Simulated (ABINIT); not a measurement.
# CdS (Greenockite) (P6_3mc) in ABINIT: further runs

One crystal, CdS (Greenockite), is run at these levels: PBE; tasks: single point.

All numbers are computed with ABINIT 10.8.3 (patched build); they aren't measurements. Logs are shortened: lines on timing, memory, paths and dates and some standing lists are left out, and cuts for length are marked. The log counts tension as positive stress, the text compression.

**Experimental background.**

From “Isotope dependence of band-gap energy”, 2008, arxiv:0807.2152, for a bulk crystal of CdS: band gap 2.5809 ± 0.0002 eV.

How close the calculation comes is told below.

### 1 Starting point

Symmetry: P6_3mc, No. 186, hexagonal system. Conventional cell: a = 4.150 Å, b = 4.150 Å, c = 6.737 Å, α = 90.00°, β = 90.00°, γ = 120.00°. Cd (site symmetry 3m) is surrounded by 4 S at 2.53 to 2.54 Å. S (site symmetry 3m) has 4 Cd at 2.53 to 2.54 Å as nearest neighbours.

### 2 Single point, PBE

File run.abi:

```
pp_dirpath "./"
pseudos "48_Cd_20_2.2_2.3_pbe_n_v1.0.psp8, 16_S_6_1.8_1.9_pbe_n_v1.0.psp8"

acell 3*1.0 Angstrom
rprim
     4.1500000000     0.0000000000     0.0000000000
    -2.0750000000     3.5940054257     0.0000000000
     0.0000000000     0.0000000000     6.7370000000
ntypat 2
znucl 48 16
natom 4
typat 1 1 2 2
xred
     0.6666666667     0.3333333333     0.5000000000
     0.3333333333     0.6666666667     0.0000000000
     0.6666666667     0.3333333333     0.8750000000
     0.3333333333     0.6666666667     0.3750000000

ecut 22.0

kptopt 1
ngkpt 7 7 4
nshiftk 1
shiftk 0.0 0.0 0.0

ixc 11

nband 32
occopt 3
tsmear 0.00183747

nstep 100
tolvrs 1.0e-10

iomode 3
prtwf 0
prtden 0
prteig 0
prtebands 0
enunit 1
```

Potentials or basis: SPMS NC PBE v1.0.

Command:

```bash
$ abinit run.abi > log 2>&1
```

run.abo:

```text
.Version 10.8.3 of ABINIT
 Symmetries : space group P6_3 m c (#186); Bravais hP (primitive hexag.)
================================================================================
 Values of the parameters that define the memory need of the present run
     intxc =       0    ionmov =       0      iscf =       7    lmnmax =       6
     lnmax =       6     mgfft =      54  mpssoang =       3    mqgrid =    3001
     natom =       4  nloc_mem =       1    nspden =       1   nspinor =       1
    nsppol =       1      nsym =      12    n1xccc =    2501    ntypat =       2
    occopt =       3   xclevel =       2
       mpw =        3361          nfft =       69984          nkpt =          24
================================================================================
================================================================================

--------------------------------------------------------------------------------
------------- Echo of variables that govern the present computation ------------
--------------------------------------------------------------------------------
 -outvars: echo values of preprocessed input variables --------
            acell      1.8897261259E+00  1.8897261259E+00  1.8897261259E+00 Bohr
              amu      1.12411000E+02  3.20660000E+01
             ecut      2.20000000E+01 Hartree
           enunit           1
              ixc          11
         kptrlatt        7    0    0      0    7    0      0    0    4
          kptrlen      5.09243396E+01
            natom           4
            nband          32
            ngfft          36      36      54
             nkpt          24
            nstep         100
             nsym          12
           ntypat           2
           occopt           3
           prtden           0
        prtebands           0
           prteig           0
            prtwf           0
            rprim      4.1500000000E+00  0.0000000000E+00  0.0000000000E+00
                      -2.0750000000E+00  3.5940054257E+00  0.0000000000E+00
                       0.0000000000E+00  0.0000000000E+00  6.7370000000E+00
          spgroup         186
           tolvrs      1.00000000E-10
           tsmear      1.83747000E-03 Hartree
            typat      1  1  2  2
           xangst      2.0750000000E+00  1.1980018086E+00  3.3685000000E+00
                       8.9138723714E-17  2.3960036171E+00  0.0000000000E+00
                       2.0750000000E+00  1.1980018086E+00  5.8948750000E+00
                       8.9138723714E-17  2.3960036171E+00  2.5263750000E+00
            xcart      3.9211817113E+00  2.2638953165E+00  6.3655424551E+00
                       1.6844777503E-16  4.5277906331E+00  0.0000000000E+00
                       3.9211817113E+00  2.2638953165E+00  1.1139699296E+01
                       1.6844777503E-16  4.5277906331E+00  4.7741568413E+00
             xred      6.6666666667E-01  3.3333333333E-01  5.0000000000E-01
                       3.3333333333E-01  6.6666666667E-01  0.0000000000E+00
                       6.6666666667E-01  3.3333333333E-01  8.7500000000E-01
                       3.3333333333E-01  6.6666666667E-01  3.7500000000E-01
            znucl       48.00000   16.00000

================================================================================

 chkinp: Checking input parameters for consistency.

================================================================================
== DATASET  1 ==================================================================

--- !DatasetInfo
iteration_state: {dtset: 1, }
dimensions: {natom: 4, nkpt: 24, mband: 32, nsppol: 1, nspinor: 1, nspden: 1, mpw: 3361, }
cutoff_energies: {ecut:  22.0, pawecutdg:  -1.0, }
electrons: {nelect:   5.20000000E+01, charge:   0.00000000E+00, occopt:   3.00000000E+00, tsmear:   1.83747000E-03, }
meta: {optdriver: 0, ionmov: 0, optcell: 0, iscf: 7, paral_kgb: 0, }
...

 Exchange-correlation functional for the present dataset will be:
  GGA: Perdew-Burke-Ernzerhof functional - ixc=11
  J.P.Perdew, K.Burke, M.Ernzerhof, PRL 77, 3865 (1996)

 Real(R)+Recip(G) space primitive vectors, cartesian coordinates (Bohr,Bohr^-1):
 R(1)=  7.8423634  0.0000000  0.0000000  G(1)=  0.1275126  0.0736194  0.0000000
 R(2)= -3.9211817  6.7916859  0.0000000  G(2)=  0.0000000  0.1472388  0.0000000
 R(3)=  0.0000000  0.0000000 12.7310849  G(3)=  0.0000000  0.0000000  0.0785479
 Unit cell volume ucvol=  6.7809411E+02 bohr^3
 Angles (23,13,12)=  9.00000000E+01  9.00000000E+01  1.20000000E+02 degrees

 getcut: wavevector=  0.0000  0.0000  0.0000  ngfft=  36  36  54
         ecut(hartree)=     22.000   => boxcut(ratio)=   2.00887

--- Pseudopotential description ------------------------------------------------
- pspini: atom type   1  psp file is ./48_Cd_20_2.2_2.3_pbe_n_v1.0.psp8
    8   11    2    4       600   0.00000      pspcod,pspxc,lmax,lloc,mmax,r2well
    5.99000000000000    6.00000000000000    0.00000000000000   rchrg,fchrg,qchrg
     nproj     2     2     2
     extension_switch     1

- pspini: atom type   2  psp file is ./16_S_6_1.8_1.9_pbe_n_v1.0.psp8
    8   11    2    4       600   0.00000      pspcod,pspxc,lmax,lloc,mmax,r2well
    5.99000000000000    6.00000000000000    0.00000000000000   rchrg,fchrg,qchrg
     nproj     2     2     2
     extension_switch     1

   4.72701818E+03                                ecore*ucvol(ha*bohr**3)
--------------------------------------------------------------------------------

================================================================================

--- !BeginCycle
iteration_state: {dtset: 1, }
solver: {iscf: 7, nstep: 100, nline: 4, wfoptalg: 0, }
tolerances: {tolvrs: 1.00E-10, }
...

     iter   Etot(hartree)      deltaE(h)  residm     vres2
 ETOT  1  -357.09303919201    -3.571E+02 2.651E-01 2.531E+02
 ETOT  2  -357.71856520459    -6.255E-01 8.056E-03 8.086E+01
 ETOT  3  -357.74325493656    -2.469E-02 2.531E-03 9.852E-01
 ETOT  4  -357.74340109470    -1.462E-04 1.547E-03 2.596E-01
 ETOT  5  -357.74342738158    -2.629E-05 9.383E-04 3.126E-02
 ETOT  6  -357.74343586574    -8.484E-06 1.322E-03 2.612E-03
 ETOT  7  -357.74343600552    -1.398E-07 2.741E-04 8.003E-05
 ETOT  8  -357.74343601398    -8.459E-09 2.569E-04 2.249E-06
 ETOT  9  -357.74343601419    -2.126E-10 1.297E-04 1.761E-07
 ETOT 10  -357.74343601422    -2.586E-11 1.323E-04 3.888E-09
 ETOT 11  -357.74343601422    -2.046E-12 5.355E-05 2.213E-10
 ETOT 12  -357.74343601422     2.501E-12 5.840E-05 1.348E-11

 At SCF step   12       vres2   =  1.35E-11 < tolvrs=  1.00E-10 =>converged.

 Cartesian components of stress tensor (hartree/bohr^3)
  sigma(1 1)= -6.35587795E-05  sigma(3 2)=  0.00000000E+00
  sigma(2 2)= -6.35587795E-05  sigma(3 1)=  0.00000000E+00
  sigma(3 3)= -8.58463540E-05  sigma(2 1)=  0.00000000E+00

--- !ResultsGS
iteration_state: {dtset: 1, }
comment   : Summary of ground state results
lattice_vectors:
- [  7.8423634,   0.0000000,   0.0000000, ]
- [ -3.9211817,   6.7916859,   0.0000000, ]
- [  0.0000000,   0.0000000,  12.7310849, ]
lattice_lengths: [   7.84236,    7.84236,   12.73108, ]
lattice_angles: [ 90.000,  90.000, 120.000, ] # degrees, (23, 13, 12)
lattice_volume:   6.7809411E+02
convergence: {deltae:  2.501E-12, res2:  1.348E-11, residm:  5.840E-05, diffor: null, }
etotal    :  -3.57743436E+02
entropy   :   0.00000000E+00
fermie    :   1.49535779E-01
cartesian_stress_tensor: # hartree/bohr^3
- [ -6.35587795E-05,   0.00000000E+00,   0.00000000E+00, ]
- [  0.00000000E+00,  -6.35587795E-05,   0.00000000E+00, ]
- [  0.00000000E+00,   0.00000000E+00,  -8.58463540E-05, ]
pressure_GPa:   2.0885E+00
xred      :
- [  6.6667E-01,   3.3333E-01,   5.0000E-01, Cd]
- [  3.3333E-01,   6.6667E-01,   0.0000E+00, Cd]
- [  6.6667E-01,   3.3333E-01,   8.7500E-01,  S]
- [  3.3333E-01,   6.6667E-01,   3.7500E-01,  S]
cartesian_forces: # hartree/bohr
- [ -6.59975662E-27,  -1.26929779E-27,  -1.31638433E-03, ]
- [  2.18990461E-27,  -6.34401107E-27,  -1.31638433E-03, ]
- [  2.21136374E-27,   3.81284915E-27,   1.31638433E-03, ]
- [  2.19848826E-27,   3.80045971E-27,   1.31638433E-03, ]
force_length_stats: {min:   1.31638433E-03, max:   1.31638433E-03, mean:   1.31638433E-03, }
...

 Integrated electronic density in atomic spheres:
 ------------------------------------------------
 Atom  Sphere_radius  Integrated_density
    1        2.00000         17.17419249
    2        2.00000         17.17419249
    3        2.00000          3.92082105
    4        2.00000          3.92082105
================================================================================

 ----iterations are completed or convergence reached----

 Mean square residual over all n,k,spin=   14.549E-08; max=  58.395E-06
 reduced coordinates (array xred) for    4 atoms
       0.666666666667      0.333333333333      0.500000000000
       0.333333333333      0.666666666667      0.000000000000
       0.666666666667      0.333333333333      0.875000000000
       0.333333333333      0.666666666667      0.375000000000
 rms dE/dt=  9.6763E-03; max dE/dt=  1.6598E-02; dE/dt below (all hartree)
    1       0.000000000000      0.000000000000      0.016597689072
    2       0.000000000000      0.000000000000      0.016597689072
    3      -0.000000000000      0.000000000000     -0.016920312251
    4      -0.000000000000      0.000000000000     -0.016920312251

 cartesian coordinates (angstrom) at end:
    1      2.07500000000000     1.19800180856667     3.36850000000000
    2      0.00000000000000     2.39600361713333     0.00000000000000
    3      2.07500000000000     1.19800180856667     5.89487500000000
    4      0.00000000000000     2.39600361713333     2.52637500000000

 cartesian forces (hartree/bohr) at end:
    1     -0.00000000000000    -0.00000000000000    -0.00131638432856
    2      0.00000000000000    -0.00000000000000    -0.00131638432856
    3      0.00000000000000     0.00000000000000     0.00131638432856
    4      0.00000000000000     0.00000000000000     0.00131638432856
 frms,max,avg= 7.6001485E-04 1.3163843E-03   0.000E+00  0.000E+00  1.267E-05 h/b

 cartesian forces (eV/Angstrom) at end:
    1     -0.00000000000000    -0.00000000000000    -0.06769120381378
    2      0.00000000000000    -0.00000000000000    -0.06769120381378
    3      0.00000000000000     0.00000000000000     0.06769120381378
    4      0.00000000000000     0.00000000000000     0.06769120381378
 frms,max,avg= 3.9081535E-02 6.7691204E-02   0.000E+00  0.000E+00  6.516E-04 e/A
 length scales=  1.889726125908  1.889726125908  1.889726125908 bohr
              =  1.000000000000  1.000000000000  1.000000000000 angstroms
 Fermi (or HOMO) energy (eV) =   4.06908   Average Vxc (eV)=  -9.32572
 Eigenvalues (   eV  ) for nkpt=  24  k points:
 kpt#   1, nband= 32, wtk=  0.00510, kpt=  0.0000  0.0000  0.0000 (reduced coord)
 -97.94978  -97.94977  -58.97894  -58.97890  -58.97890  -58.97878  -58.97878  -58.97835
  -8.84958   -8.42330   -4.23759   -4.21522   -4.21522   -4.13003   -4.13003   -3.82006
  -3.82006   -3.73116   -3.73116   -3.39635   -0.88331    2.68590    2.68590    3.39745
   3.44008    3.44008    4.63685    6.23233    9.90766    9.90766   10.23557   11.01250
 prteigrs : prtvol=0 or 1, do not print more k-points.

--- !EnergyTerms
iteration_state     : {dtset: 1, }
comment             : Components of total free energy in Hartree
kinetic             :  1.13937894630571E+02
hartree             :  1.19966041174098E+02
xc                  : -4.94290125565112E+01
Ewald energy        : -1.97799265838707E+02
psp_core            :  6.97103556669802E+00
local_psp           : -3.28735410640704E+02
non_local_psp       : -2.26547183437635E+01
internal            : -3.57743436008319E+02
'-kT*entropy'       : -5.89890655729842E-09
total_energy        : -3.57743436014218E+02
total_energy_eV     : -9.73469481434728E+03
band_energy         : -4.38592318431602E+01
...

 Cartesian components of stress tensor (hartree/bohr^3)
  sigma(1 1)= -6.35587795E-05  sigma(3 2)=  0.00000000E+00
  sigma(2 2)= -6.35587795E-05  sigma(3 1)=  0.00000000E+00
  sigma(3 3)= -8.58463540E-05  sigma(2 1)=  0.00000000E+00

-Cartesian components of stress tensor (GPa)         [Pressure=  2.0885E+00 GPa]
- sigma(1 1)= -1.86996385E+00  sigma(3 2)=  0.00000000E+00
- sigma(2 2)= -1.86996385E+00  sigma(3 1)=  0.00000000E+00
- sigma(3 3)= -2.52568693E+00  sigma(2 1)=  0.00000000E+00

== END DATASET(S) ==============================================================
================================================================================

 -outvars: echo values of variables after computation  --------
            acell      1.8897261259E+00  1.8897261259E+00  1.8897261259E+00 Bohr
           etotal     -3.5774343601E+02
            fcart     -6.5997566180E-27 -1.2692977909E-27 -1.3163843286E-03
                       2.1899046102E-27 -6.3440110671E-27 -1.3163843286E-03
                       2.2113637441E-27  3.8128491474E-27  1.3163843286E-03
                       2.1984882638E-27  3.8004597106E-27  1.3163843286E-03
            rprim      4.1500000000E+00  0.0000000000E+00  0.0000000000E+00
                      -2.0750000000E+00  3.5940054257E+00  0.0000000000E+00
                       0.0000000000E+00  0.0000000000E+00  6.7370000000E+00
           strten     -6.3558779515E-05 -6.3558779484E-05 -8.5846353966E-05
                       0.0000000000E+00  0.0000000000E+00  0.0000000000E+00
           xangst      2.0750000000E+00  1.1980018086E+00  3.3685000000E+00
                       8.9138723714E-17  2.3960036171E+00  0.0000000000E+00
                       2.0750000000E+00  1.1980018086E+00  5.8948750000E+00
                       8.9138723714E-17  2.3960036171E+00  2.5263750000E+00
             xred      6.6666666667E-01  3.3333333333E-01  5.0000000000E-01
                       3.3333333333E-01  6.6666666667E-01  0.0000000000E+00
                       6.6666666667E-01  3.3333333333E-01  8.7500000000E-01
                       3.3333333333E-01  6.6666666667E-01  3.7500000000E-01
 Calculation completed.
```

Run time: 87 s. Hardware: 1 thread of Arm Neoverse V2, shared host; peak memory 0.11 GiB.

Results:

| Property | Result |
| --- | --- |
| Free energy | -9734.6948 eV |
| Pressure | 2.1 GPa |
| Largest force | 0.068 eV/Å |
| Band gap on the k mesh | 1.20 eV, direct |
| Valence electrons inside the program's atomic spheres | Cd 17.17; S 3.92 |

Forces on the atoms (eV/Å):
```
Cd   0.000  0.000 -0.068
Cd   0.000  0.000 -0.068
S    0.000  0.000  0.068
S    0.000  0.000  0.068
```

Stress tensor (GPa, compression positive):
```
1.87 0.00 0.00
0.00 1.87 0.00
0.00 0.00 2.53
```

### 3 Single point, PBE

Changes to run.abi since step 2:

```diff
@@ -1,3 +1,3 @@
 pp_dirpath "./"
-pseudos "48_Cd_20_2.2_2.3_pbe_n_v1.0.psp8, 16_S_6_1.8_1.9_pbe_n_v1.0.psp8"
+pseudos "Cd.GGA_PBE-JTH.xml, S.GGA_PBE-JTH.xml"
 
@@ -19,2 +19,4 @@
 ecut 22.0
+pawecutdg 44.0
+pawxcdev 0
 
@@ -27,3 +29,3 @@
 
-nband 32
+nband 22
 occopt 3
@@ -32,3 +34,3 @@
 nstep 100
-tolvrs 1.0e-10
+tolvrs 1.0e-9
```

Potentials or basis: JTH PAW PBE v2.0.

Command:

```bash
$ abinit run.abi > log 2>&1
```

run.abo:

```text
.Version 10.8.3 of ABINIT
 Symmetries : space group P6_3 m c (#186); Bravais hP (primitive hexag.)
================================================================================
 Values of the parameters that define the memory need of the present run
     intxc =       0    ionmov =       0      iscf =      17    lmnmax =      18
     lnmax =       6     mgfft =      54  mpssoang =       3    mqgrid =    3802
     natom =       4  nloc_mem =       2    nspden =       1   nspinor =       1
    nsppol =       1      nsym =      12    n1xccc =       1    ntypat =       2
    occopt =       3   xclevel =       2
       mpw =        3361          nfft =       69984          nkpt =          24
 PAW method is used; the additional fine FFT grid is defined by:
   mgfftf=        80    nfftf =    184320
================================================================================
================================================================================

--------------------------------------------------------------------------------
------------- Echo of variables that govern the present computation ------------
[... 271 lines left out ...]

 -outvars: echo values of variables after computation  --------
            acell      1.8897261259E+00  1.8897261259E+00  1.8897261259E+00 Bohr
           etotal     -1.1584650900E+02
            fcart     -2.1459133858E-30  9.7876550005E-29 -1.3246836983E-03
                       3.2188700787E-29 -1.2389436710E-30 -1.3246836983E-03
                      -2.7896874015E-29 -3.5929366458E-29  1.3246836983E-03
                      -2.1459133858E-30 -6.0708239877E-29  1.3246836983E-03
            rprim      4.1500000000E+00  0.0000000000E+00  0.0000000000E+00
                      -2.0750000000E+00  3.5940054257E+00  0.0000000000E+00
                       0.0000000000E+00  0.0000000000E+00  6.7370000000E+00
           strten     -6.4679758715E-05 -6.4679758701E-05 -8.6027671510E-05
                       0.0000000000E+00  0.0000000000E+00  0.0000000000E+00
           xangst      2.0750000000E+00  1.1980018086E+00  3.3685000000E+00
                       8.9138723714E-17  2.3960036171E+00  0.0000000000E+00
                       2.0750000000E+00  1.1980018086E+00  5.8948750000E+00
                       8.9138723714E-17  2.3960036171E+00  2.5263750000E+00
             xred      6.6666666667E-01  3.3333333333E-01  5.0000000000E-01
                       3.3333333333E-01  6.6666666667E-01  0.0000000000E+00
                       6.6666666667E-01  3.3333333333E-01  8.7500000000E-01
                       3.3333333333E-01  6.6666666667E-01  3.7500000000E-01
 Calculation completed.
```

Run time: 78 s. Hardware: 1 thread of Arm Neoverse V2, shared host; peak memory 0.19 GiB.

Results:

| Quantity | Value |
| --- | --- |
| Free energy | -3152.3441 eV |
| Pressure | 2.1 GPa |
| Largest force | 0.068 eV/Å |
| Band gap on the k mesh | 1.18 eV, direct |
| Valence electrons inside the program's atomic spheres | Cd 10.46; S 3.57 |

Forces on the atoms (eV/Å):
```
Cd   0.000  0.000 -0.068
Cd   0.000  0.000 -0.068
S    0.000  0.000  0.068
S    0.000  0.000  0.068
```

Stress tensor (GPa, compression positive):
```
1.90 0.00 0.00
0.00 1.90 0.00
0.00 0.00 2.53
```

### 4 Comparison with measurements

Step 2. Against the measured gap of CdS, 2.5809 eV (quoted in “Isotope dependence of band-gap energy”, 2008, arxiv:0807.2152), the calculated 1.20 eV is off by -1.38 eV. So large a miss can be the level of theory's own, or it may mean another phase, state or a wrong row. Spin-orbit coupling on Cd is left out. The value is that of PBE, without temperature or zero-point motion. Semilocal functionals fall short of measured gaps as a rule.

Step 3. Measured gap of CdS: 2.5809 eV (quoted in “Isotope dependence of band-gap energy”, 2008, arxiv:0807.2152). This calculation gives 1.18 eV (-1.40 eV). So large a miss can be the level of theory's own, or it may mean another phase, state or a wrong row. Spin-orbit coupling on Cd is left out. The value is that of PBE, without temperature or zero-point motion. Semilocal functionals fall short of measured gaps as a rule.
